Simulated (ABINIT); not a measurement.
# CeH2 (Fm-3m) in ABINIT: single point with LDA+U

Aim: the single point of CeH2 with LDA+U.

Program: ABINIT 10.8.3 (patched build). These are calculated values, not measurements. Logs are shortened: lines on timing, memory, paths and dates and some standing lists are left out, and cuts for length are marked. The log counts tension as positive stress, the text compression.

### Step 1. The structure

Symmetry: Fm-3m, No. 225, cubic system. Conventional cell: a = 5.590 Å, b = 5.590 Å, c = 5.590 Å, α = 90.00°, β = 90.00°, γ = 90.00°. Ce (site symmetry m-3m) has 8 H at 2.42 Å as nearest neighbours. H (site symmetry -43m) has 4 Ce at 2.42 Å as nearest neighbours.

### Step 2. Single point, LDA+U, collinear spin, ferromagnetic start

The input, run.abi:

```
# Pseudopotentials
pp_dirpath "./"
pseudos "Ce.LDA_PW-JTH.xml, H.LDA_PW-JTH.xml"

# Structure
acell 3*1.0
rprim
     0.0000000000     5.2817845183     5.2817845183
     5.2817845183     0.0000000000     5.2817845183
     5.2817845183     5.2817845183     0.0000000000
ntypat 2
znucl 58 1
natom 3
typat 1 2 2
xred
     0.0000000000     0.0000000000     0.0000000000
     0.7500000000     0.7500000000     0.7500000000
     0.2500000000     0.2500000000     0.2500000000

# Plane-wave basis
ecut 25.0
pawecutdg 47.0

# k points
kptopt 1
ngkpt 6 6 6
nshiftk 1
shiftk 0.0 0.0 0.0

# Exchange and correlation
ixc 7

# Bands and occupations
nband 15
occopt 3
tsmear 0.00183747

# Spin
nsppol 2
spinat
     0.0000000000     0.0000000000     1.0000000000
     0.0000000000     0.0000000000     0.0000000000
     0.0000000000     0.0000000000     0.0000000000

# DFT+U
usepawu 1
lpawu 3 -1
upawu 6.0 0.0 eV
jpawu 0.5 0.0 eV

# SCF cycle
nstep 100
tolvrs 1.0e-9

# Output
iomode 3
prtwf 0
prtden 0
prteig 0
prtebands 0
enunit 2
prtvol 2
```

Potentials or basis: JTH PAW LDA v2.0.

Launch:

```console
$ abinit run.abi > log 2>&1
```

run.abo:

```text
.Version 10.8.3 of ABINIT
 Symmetries : space group Fm -3 m (#225); Bravais cF (face-center cubic)
================================================================================
 Values of the parameters that define the memory need of the present run
     intxc =       0    ionmov =       0      iscf =      17    lmnmax =      32
     lnmax =       8     mgfft =      36  mpssoang =       4    mqgrid =    3001
     natom =       3  nloc_mem =       2    nspden =       2   nspinor =       1
    nsppol =       2      nsym =      48    n1xccc =       1    ntypat =       2
    occopt =       3   xclevel =       1
       mpw =        1776          nfft =       46656          nkpt =          16
 PAW method is used; the additional fine FFT grid is defined by:
   mgfftf=        48    nfftf =    110592
================================================================================
================================================================================

--------------------------------------------------------------------------------
------------- Echo of variables that govern the present computation ------------
--------------------------------------------------------------------------------
 -outvars: echo values of preprocessed input variables --------
            acell      1.0000000000E+00  1.0000000000E+00  1.0000000000E+00 Bohr
              amu      1.40115000E+02  1.00794000E+00
             ecut      2.50000000E+01 Hartree
           enunit           2
              ixc           7
            jpawu      1.83746611E-02  0.00000000E+00 Hartree
         kptrlatt        6    0    0      0    6    0      0    0    6
          kptrlen      4.48174278E+01
            lpawu           3      -1
            natom           3
            nband          15
            ngfft          36      36      36
          ngfftdg          48      48      48
             nkpt          16
           nspden           2
           nsppol           2
            nstep         100
             nsym          48
           ntypat           2
           occopt           3
        pawecutdg      4.70000000E+01 Hartree
           prtden           0
        prtebands           0
           prteig           0
           prtvol           2
            prtwf           0
            rprim      0.0000000000E+00  5.2817845183E+00  5.2817845183E+00
                       5.2817845183E+00  0.0000000000E+00  5.2817845183E+00
                       5.2817845183E+00  5.2817845183E+00  0.0000000000E+00
          spgroup         225
           spinat      0.0000000000E+00  0.0000000000E+00  1.0000000000E+00
                       0.0000000000E+00  0.0000000000E+00  0.0000000000E+00
                       0.0000000000E+00  0.0000000000E+00  0.0000000000E+00
           tolvrs      1.00000000E-09
           tsmear      1.83747000E-03 Hartree
            typat      1  2  2
            upawu      2.20495933E-01  0.00000000E+00 Hartree
          usepawu           1
           useylm           1
           xangst      0.0000000000E+00  0.0000000000E+00  0.0000000000E+00
                       4.1924999971E+00  4.1924999971E+00  4.1924999971E+00
                       1.3974999990E+00  1.3974999990E+00  1.3974999990E+00
            xcart      0.0000000000E+00  0.0000000000E+00  0.0000000000E+00
                       7.9226767775E+00  7.9226767775E+00  7.9226767775E+00
                       2.6408922592E+00  2.6408922591E+00  2.6408922592E+00
             xred      0.0000000000E+00  0.0000000000E+00  0.0000000000E+00
                       7.5000000000E-01  7.5000000000E-01  7.5000000000E-01
                       2.5000000000E-01  2.5000000000E-01  2.5000000000E-01
            znucl       58.00000    1.00000

================================================================================

 chkinp: Checking input parameters for consistency.

================================================================================
== DATASET  1 ==================================================================

--- !DatasetInfo
iteration_state: {dtset: 1, }
dimensions: {natom: 3, nkpt: 16, mband: 15, nsppol: 2, nspinor: 1, nspden: 2, mpw: 1776, }
cutoff_energies: {ecut:  25.0, pawecutdg:  47.0, }
electrons: {nelect:   1.40000000E+01, charge:   0.00000000E+00, occopt:   3.00000000E+00, tsmear:   1.83747000E-03, }
meta: {optdriver: 0, ionmov: 0, optcell: 0, iscf: 17, paral_kgb: 0, }
...

 Exchange-correlation functional for the present dataset will be:
[... 528 lines left out ...]
   7.47921    8.54686    8.54686    8.54686    9.20628    9.20628    9.20628
 kpt#   2, nband= 15, wtk=  0.03704, kpt=  0.1667  0.0000  0.0000 (reduced coord)
 -28.51220  -11.02150  -10.82201  -10.82201    0.69898    3.87966    7.68304    7.68304
   8.22686    8.52679    8.52679    8.54301    9.13833    9.13833    9.20908
 kpt#   3, nband= 15, wtk=  0.03704, kpt=  0.3333  0.0000  0.0000 (reduced coord)
 -28.47068  -11.43458  -10.87170  -10.87170    1.42053    3.56912    7.69021    7.69021
   8.20299    8.64602    8.64602    8.80264    8.97944    8.97944    9.21464
 kpt#   4, nband= 15, wtk=  0.01852, kpt=  0.5000  0.0000  0.0000 (reduced coord)
 -28.44970  -11.62630  -10.89618  -10.89618    1.40670    4.10343    7.55337    7.55337
   8.18997    8.72737    8.72737    8.85925    8.93325    8.93325    9.21737
 kpt#   5, nband= 15, wtk=  0.02778, kpt=  0.1667  0.1667  0.0000 (reduced coord)
 -28.50537  -11.02578  -10.86491  -10.86491    0.92086    3.57497    7.90369    7.90369
   7.95380    8.37845    8.62705    8.62705    9.05960    9.27053    9.30812
 kpt#   6, nband= 15, wtk=  0.11111, kpt=  0.3333  0.1667  0.0000 (reduced coord)
 -28.47084  -11.32655  -10.93596  -10.92302    1.79130    3.00010    7.08137    8.13819
[... 16 lines left out ...]
 kpt#  12, nband= 15, wtk=  0.05556, kpt= -0.3333  0.3333  0.0000 (reduced coord)
 -28.42911  -11.36980  -11.34883  -10.97223    2.44993    3.21479    6.17780    8.54988
   8.55501    8.74139    8.78910    8.84005    8.85056    8.85135    9.72421
 kpt#  13, nband= 15, wtk=  0.01389, kpt=  0.5000  0.5000  0.0000 (reduced coord)
 -28.42238  -11.61495  -11.06267  -11.06267    1.86844    4.06010    4.97665    8.77096
   8.77096    8.78747    8.84152    8.84152    8.89281    9.00793   11.39017
 kpt#  14, nband= 15, wtk=  0.11111, kpt=  0.5000  0.3333  0.1667 (reduced coord)
 -28.44308  -11.43231  -11.12641  -10.96378    2.63849    2.64417    6.36896    8.39691
   8.62719    8.73627    8.74189    8.80305    8.89752    8.94103    9.67704
 kpt#  15, nband= 15, wtk=  0.11111, kpt= -0.3333  0.3333  0.1667 (reduced coord)
 -28.42911  -11.44439  -11.24219  -11.00467    2.49813    3.15585    6.24223    8.18049
   8.71443    8.76315    8.77817    8.82102    8.85997    8.88732    9.59628
 kpt#  16, nband= 15, wtk=  0.05556, kpt= -0.3333  0.5000  0.1667 (reduced coord)
 -28.42225  -11.48534  -11.20981  -11.07114    2.37285    3.45918    5.63020    8.36315
   8.78620    8.81944    8.82324    8.82510    8.84029    8.91968   10.01803
 Total charge density [el/Bohr^3]
)     Maximum=    3.5624E-01  at reduced coord.    0.0833    0.9167    0.9375
)Next maximum=    3.5624E-01  at reduced coord.    0.0625    0.9167    0.9375
)     Minimum=    7.2720E-03  at reduced coord.    0.5000    0.5000    0.5000
)Next minimum=    7.2824E-03  at reduced coord.    0.5000    0.5000    0.4792
   Integrated=    1.4000E+01
 Spin up density      [el/Bohr^3]
)     Maximum=    2.1144E-01  at reduced coord.    0.0833    0.9167    0.9792
)Next maximum=    2.1144E-01  at reduced coord.    0.0208    0.9167    0.9792
)     Minimum=    3.7659E-03  at reduced coord.    0.5000    0.5000    0.5000
)Next minimum=    3.7715E-03  at reduced coord.    0.5000    0.5000    0.4792
   Integrated=    7.4439E+00
 Spin down density    [el/Bohr^3]
)     Maximum=    1.4981E-01  at reduced coord.    0.0833    0.9167    0.9167
)Next maximum=    1.4981E-01  at reduced coord.    0.9167    0.0833    0.9167
)     Minimum=    3.5061E-03  at reduced coord.    0.5000    0.5000    0.5000
)Next minimum=    3.5109E-03  at reduced coord.    0.5000    0.5000    0.4792
   Integrated=    6.5561E+00
 Magnetization (spin up - spin down) [el/Bohr^3]
)     Maximum=    9.3892E-02  at reduced coord.    0.0000    0.0000    0.0000
)Next maximum=    9.2410E-02  at reduced coord.    0.0000    0.0208    0.9792
)     Minimum=   -1.8792E-03  at reduced coord.    0.2500    0.2500    0.2500
)Next minimum=   -1.8792E-03  at reduced coord.    0.7500    0.7500    0.7500
   Integrated=    8.8780E-01
 Relative magnetization (=zeta, between -1 and 1)
)     Maximum=    3.1044E-01  at reduced coord.    0.0000    0.0000    0.0000
)Next maximum=    3.0072E-01  at reduced coord.    0.0000    0.0208    0.9792
)     Minimum=   -7.2280E-03  at reduced coord.    0.2500    0.2500    0.2500
)Next minimum=   -7.2280E-03  at reduced coord.    0.7500    0.7500    0.7500

--- !EnergyTerms
iteration_state     : {dtset: 1, }
comment             : Components of total free energy in Hartree
kinetic             :  1.06585275736140E+01
hartree             :  6.17082854073849E+00
xc                  : -6.79079389748773E+00
Ewald energy        : -3.36090128578455E+01
psp_core            :  1.32341303893782E+00
local_psp           : -2.65490716120951E+01
PAW spherical_terms :  8.17572579201750E+00
internal            : -4.06203834221206E+01
'-kT*entropy'       : -3.01249770634132E-03
total_energy        : -4.06233959198269E+01
total_energy_eV     : -1.10541891699782E+03
...

--- !EnergyTermsDC
iteration_state     : {dtset: 1, }
comment             : '"Double-counting" decomposition of free energy'
band_energy         : -3.74260540909148E+00
Ewald energy        : -3.36090128578455E+01
psp_core            :  1.32341303893782E+00
xc_dc               : -4.77312971483050E+00
PAW spherical_terms :  1.80953199260054E-01
internal            : -4.06203817435696E+01
'-kT*entropy'       : -3.01249770634132E-03
total_energy_dc     : -4.06233942412760E+01
total_energy_dc_eV  : -1.10541887132212E+03
...

--- !EnergyTermsWithPAWCore
iteration_state     : {dtset: 1, }
comment             : 'Components of total free energy, including PAW core contributions'
Total energy        : -8.85526242247291E+03
Total energy DC     : -8.85526242079436E+03
Total energy (eV)   : -2.40963966087432E+05
Total energy DC (eV): -2.40963966041756E+05
...

 Cartesian components of stress tensor (hartree/bohr^3)
  sigma(1 1)=  2.36961976E-04  sigma(3 2)=  0.00000000E+00
  sigma(2 2)=  2.36961976E-04  sigma(3 1)=  0.00000000E+00
  sigma(3 3)=  2.36961976E-04  sigma(2 1)=  0.00000000E+00

-Cartesian components of stress tensor (GPa)         [Pressure= -6.9717E+00 GPa]
- sigma(1 1)=  6.97166203E+00  sigma(3 2)=  0.00000000E+00
- sigma(2 2)=  6.97166203E+00  sigma(3 1)=  0.00000000E+00
- sigma(3 3)=  6.97166203E+00  sigma(2 1)=  0.00000000E+00

== END DATASET(S) ==============================================================
================================================================================

 -outvars: echo values of variables after computation  --------
            acell      1.0000000000E+00  1.0000000000E+00  1.0000000000E+00 Bohr
           etotal     -4.0623394241E+01
            fcart     -0.0000000000E+00 -0.0000000000E+00 -0.0000000000E+00
                      -0.0000000000E+00 -0.0000000000E+00 -0.0000000000E+00
                      -0.0000000000E+00 -0.0000000000E+00 -0.0000000000E+00
            rprim      0.0000000000E+00  5.2817845183E+00  5.2817845183E+00
                       5.2817845183E+00  0.0000000000E+00  5.2817845183E+00
                       5.2817845183E+00  5.2817845183E+00  0.0000000000E+00
           strten      2.3696197598E-04  2.3696197598E-04  2.3696197598E-04
                       0.0000000000E+00  0.0000000000E+00  0.0000000000E+00
           xangst      0.0000000000E+00  0.0000000000E+00  0.0000000000E+00
                       4.1924999971E+00  4.1924999971E+00  4.1924999971E+00
                       1.3974999990E+00  1.3974999990E+00  1.3974999990E+00
             xred      0.0000000000E+00  0.0000000000E+00  0.0000000000E+00
                       7.5000000000E-01  7.5000000000E-01  7.5000000000E-01
                       2.5000000000E-01  2.5000000000E-01  2.5000000000E-01
 Calculation completed.
```

It took 50 s on 1 thread of Arm Neoverse V1, shared host; peak memory 0.16 GiB.

Results:

```yaml
Free_energy: -1105.4189 eV
Pressure: -7.0 GPa
Band_gap_on_the_k_mesh: none (metal or under the smearing width)
Net_moment: 0.89 μB per cell
Site_moments: Ce +0.79; H -0.00 μB
Valence_electrons_inside_the_program's_atomic_spheres: Ce 8.88; H 0.42
```

Levels at points of the mesh, in eV from the Fermi level:
Spin up:
```
           k point  band 4  band 5  band 6  band 7  band 8  band 9
(0.00, 0.00, 0.00)  -17.88   -6.70   -2.07    0.29    0.29    0.29
(0.50, 0.00, 0.00)  -17.97   -5.44   -2.74    0.04    0.04    0.30
(0.50, 0.50, 0.00)  -18.14   -4.97   -2.79   -1.92    0.05    0.05
```
Spin down:
```
           k point  band 3  band 4  band 5  band 6  band 7  band 8  band 9  band 10
(0.00, 0.00, 0.00)  -17.57  -17.57   -6.62   -2.04    0.70    0.70    0.70     1.77
(0.50, 0.00, 0.00)  -17.67  -17.67   -5.37   -2.67    0.78    0.78    1.41     1.95
(0.50, 0.50, 0.00)  -17.84  -17.84   -4.91   -2.72   -1.80    1.99    1.99     2.01
```

Eigenvalues of the final occupation matrices:
| site | spin | trace | eigenvalues |
| --- | --- | --- | --- |
| atom 1 | 1 | 0.79 | 0.01 0.01 0.01 0.02 0.25 0.25 0.25 |
| atom 1 | 2 | 0.04 | 0.00 0.00 0.00 0.01 0.01 0.01 0.01 |

Caveat: the magnetic or orbital state may not be the lowest; spin-orbit coupling is left out, which moves the levels of the heavy elements. The state reached can hang on the start; a lower one may exist.
